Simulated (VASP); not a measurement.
Write the native input for VASP 6.6.1 that does the following.

* Task: single point
* Functional: PBE
* Potentials or basis: VASP PAW PBE potentials, release 64 (Mo_sv)
* Cutoff: 520 eV
* k mesh: 11 × 8 × 15
* Occupations: gaussian, width 0.1 eV
* Spin: no spin polarisation
* Dipole correction: no
* Further INCAR settings: ALGO = Fast; EDIFF = 1e-06; NBANDS = 21

The structure of Mo lies in POSCAR:

```
Mo
1.0
    3.0969248089      0.0000000000     -0.0081417698
    0.0000000000      4.3797282017      0.0000000000
   -1.5544824161      0.0000000000      2.2794115475
Mo
2
Direct
    0.0000000000      0.0000000000      0.0000000000
    0.5000000000      0.5000000000      0.0000000000
```

The cell isn't the ideal one: band edges of the strained film's bulk.

One way to write it, as run:

INCAR

```
PREC = Accurate
ENCUT = 520
EDIFF = 1E-6
ISMEAR = 0
SIGMA = 0.1
LREAL = False
LASPH = True
NELM = 100
ALGO = Fast
ISIF = 2
LWAVE = False
LCHARG = False
GGA = PE
NBANDS = 21
```

KPOINTS

```
Automatic mesh
0
Gamma
  11 8 15
```

Potentials or basis: VASP PAW PBE potentials, release 64 (Mo_sv).

Launch:

```sh
$ cat potpaw_PBE.64/Mo_sv/POTCAR > POTCAR
$ mpirun -np 1 vasp_std > vasp.out
```

It gave:

| Property | Result |
| --- | --- |
| Pressure | 7.1 GPa |
| Band gap on the k mesh | none (metal or under the smearing width) |

It took 78 s on 1 thread of Intel(R) Xeon(R) 6975P-C (Granite Rapids), with other jobs on the host, peak memory 0.32 GiB.
